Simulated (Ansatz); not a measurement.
# Si2Mo: a sublattice displacement scan

This session takes Si2Mo and sets out to measure how stiffly every Si atom is held.

Method: DFT r2SCAN, scalar-relativistic, plane waves, PAW, in Ansatz 0.2.0.

1 further run of the same task is left out (set aside as unsound or not needed). Runs told in other sessions of the task aren't counted.

## 1. Starting point

The structure is hexagonal, space group P6_222 (No. 180). The conventional cell has a = 4.584 Å, b = 4.584 Å, c = 6.577 Å, α = 90.00°, β = 90.00°, γ = 120.00°. Around Si (site symmetry 2) lie 5 Si at 2.55 to 2.67 Å and 5 Mo at 2.57 to 2.67 Å. Mo (site symmetry 222) is surrounded by 10 Si at 2.57 to 2.67 Å.

Coordinates:

```
Si Mo
1.0
     4.58398    0.00000    0.00000
    -2.29199    3.96984    0.00000
     0.00000    0.00000    6.57684
Si Mo
6 3
Cartesian
  -1.1653 3.3193 5.4807
  1.1267 0.6505 1.0961
  2.2920 2.6688 3.2884
  3.4573 0.6505 5.4807
  1.1653 3.3193 1.0961
  0.0000 1.3010 3.2884
  2.2920 0.0000 3.2884
  -1.1460 1.9849 1.0961
  1.1460 1.9849 5.4807
```

It goes back to an entry of the Materials Project, which need not be the stable form.

This cell was relaxed beforehand with the same method: volume 13.30 Å³/atom, gap on the mesh 0.16 eV.

## 2. The reference cell

Reference values: F = -18741.1595 eV; pressure 0.00 GPa; largest force 0.000 eV/Å; gap on the mesh 0.16 eV. It was computed beforehand with the settings of the runs below.

## 3. Next: a sublattice displacement scan

Every Si atom is moved by x along the Cartesian unit vector (0.000, 0.000, 1.000); the cell and all other atoms stay fixed. Forces below are components along that vector, summed over the moved atoms.

## 4. At x = -0.500 Å

input.yaml reads:

```yaml
crystal:
  lattice:
    - [4.5839769341, 0.0, 0.0]
    - [-2.2919884671, 3.9698404753, 0.0]
    - [0.0, 0.0, 6.5768413691]
  atoms:
    - { symbol: Si, position: [0.163860372, 0.836139628, 0.757308997] }
    - { symbol: Si, position: [0.327720744, 0.163860372, 0.0906423304] }
    - { symbol: Si, position: [0.836139628, 0.672279256, 0.4239756637] }
    - { symbol: Si, position: [0.836139628, 0.163860372, 0.757308997] }
    - { symbol: Si, position: [0.672279256, 0.836139628, 0.0906423304] }
    - { symbol: Si, position: [0.163860372, 0.327720744, 0.4239756637] }
    - { symbol: Mo, position: [0.5, 0.0, 0.5] }
    - { symbol: Mo, position: [0.0, 0.5, 0.1666666667] }
    - { symbol: Mo, position: [0.5, 0.5, 0.8333333333] }
basis:
  ecutwfc: 500
kpoints:
  mp_grid: { grid: [12, 12, 6] }
hamiltonian:
  xc: r2scan
scf:
  occupations: { method: gaussian, width: 0.03 }
output:
  forces: true
  stress: true
  eigenvalues: true
```

Run with:

```sh
$ ansatz run input.yaml --threads 2 --pin off --max-ram 5120MiB --backend cpu --events-out ev --progress --plain --runs-dir out
```

## 5. Point x = 0.375 Å

input.yaml reads:

```yaml
crystal:
  lattice:
    - [4.5839769341, 0.0, 0.0]
    - [-2.2919884671, 3.9698404753, 0.0]
    - [0.0, 0.0, 6.5768413691]
  atoms:
    - { symbol: Si, position: [0.163860372, 0.836139628, 0.8903515856] }
    - { symbol: Si, position: [0.327720744, 0.163860372, 0.2236849189] }
    - { symbol: Si, position: [0.836139628, 0.672279256, 0.5570182522] }
    - { symbol: Si, position: [0.836139628, 0.163860372, 0.8903515856] }
    - { symbol: Si, position: [0.672279256, 0.836139628, 0.2236849189] }
    - { symbol: Si, position: [0.163860372, 0.327720744, 0.5570182522] }
    - { symbol: Mo, position: [0.5, 0.0, 0.5] }
    - { symbol: Mo, position: [0.0, 0.5, 0.1666666667] }
    - { symbol: Mo, position: [0.5, 0.5, 0.8333333333] }
basis:
  ecutwfc: 500
kpoints:
  mp_grid: { grid: [12, 12, 6] }
hamiltonian:
  xc: r2scan
scf:
  occupations: { method: gaussian, width: 0.03 }
output:
  forces: true
  stress: true
  eigenvalues: true
```

## 6. Point x = -0.250 Å

input.yaml reads:

```yaml
crystal:
  lattice:
    - [4.5839769341, 0.0, 0.0]
    - [-2.2919884671, 3.9698404753, 0.0]
    - [0.0, 0.0, 6.5768413691]
  atoms:
    - { symbol: Si, position: [0.163860372, 0.836139628, 0.7953211652] }
    - { symbol: Si, position: [0.327720744, 0.163860372, 0.1286544985] }
    - { symbol: Si, position: [0.836139628, 0.672279256, 0.4619878319] }
    - { symbol: Si, position: [0.836139628, 0.163860372, 0.7953211652] }
    - { symbol: Si, position: [0.672279256, 0.836139628, 0.1286544985] }
    - { symbol: Si, position: [0.163860372, 0.327720744, 0.4619878319] }
    - { symbol: Mo, position: [0.5, 0.0, 0.5] }
    - { symbol: Mo, position: [0.0, 0.5, 0.1666666667] }
    - { symbol: Mo, position: [0.5, 0.5, 0.8333333333] }
basis:
  ecutwfc: 500
kpoints:
  mp_grid: { grid: [12, 12, 6] }
hamiltonian:
  xc: r2scan
scf:
  occupations: { method: gaussian, width: 0.03 }
output:
  forces: true
  stress: true
  eigenvalues: true
```

(Steps that only read results are left out.)

**Question.** What will these runs give?

As calculated:

```
                                                        quantity                                       value
force constant along x, from the points at -0.250, 0 and 0.375 Å  43.64 eV/Å² for the 6 moved atoms together
```

**Reading.** Near the site the force constant is 43.64 eV/Å² for the 6 atoms together, 7.27 on average. The step of 0.38 Å is wide, so anharmonic terms mix in. No sampled point lies below the undisturbed cell. The gap on the mesh stays between 0.16 and 0.42 eV.
